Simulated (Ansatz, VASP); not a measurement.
## One calculation of As, two programs

Contents of INCAR:

```
  PREC = Accurate
  ENCUT = 520
  EDIFF = 1E-6
  ISMEAR = 0
  SIGMA = 0.02
  LREAL = F
  LASPH = T
  NELM = 80
  ALGO = Normal
  ISIF = 2
  LWAVE = F
  LCHARG = F
  LDIPOL = T
  IDIPOL = 3
  DIPOL = 0.5 0.5 0.500
  NBANDS = 12
```

File KPOINTS:

```
Automatic mesh
0
Gamma
  9 9 1
```

The input POSCAR:

```
As
1.0
    3.3500000000      0.0000000000      0.0000000000
   -1.6750000000      2.9011851027      0.0000000000
    0.0000000000      0.0000000000     28.0000000000
As
2
Direct
    0.3333333333      0.6666666667      0.5317142857
    0.6666666667      0.3333333333      0.4682857143
```

Input for Ansatz:

```yaml
crystal:
  lattice:
    - [3.35, 0.0, 0.0]
    - [-1.675, 2.9011851027, 0.0]
    - [0.0, 0.0, 28.0]
  atoms:
    - { symbol: As, position: [0.3333333333, 0.6666666667, 0.5317142857] }
    - { symbol: As, position: [0.6666666667, 0.3333333333, 0.4682857143] }
  periodic: [true, true, false]
basis:
  ecutwfc: 420
kpoints:
  mp_grid: { grid: [9, 9, 1] }
hamiltonian:
  xc: lda
scf:
  occupations: { method: gaussian, width: 0.02 }
output:
  forces: true
  stress: true
  eigenvalues: true
```

Alike in both runs: task single point; functional LDA; k mesh 9 × 9 × 1; occupations gaussian, width 0.02 eV; no spin polarisation.

|  | VASP | Ansatz |
| --- | --- | --- |
| version | VASP 6.6.1 | Ansatz 0.2.0 |
| potentials or method | VASP PAW LDA potentials, release 64 (As) | scalar-relativistic, plane waves, PAW |
| plane-wave cutoff (eV) | 520 | 420 |
| valence electrons in the cell | 10 | 30 |

```tsv
	VASP	Ansatz	Ansatz less VASP
rms of the force components (eV/Å)	1.591	1.617	+0.0255
```

Atom by atom the forces differ by 0.025 eV/Å (rms over components). The two sets of potentials don't hold the same shells in valence.
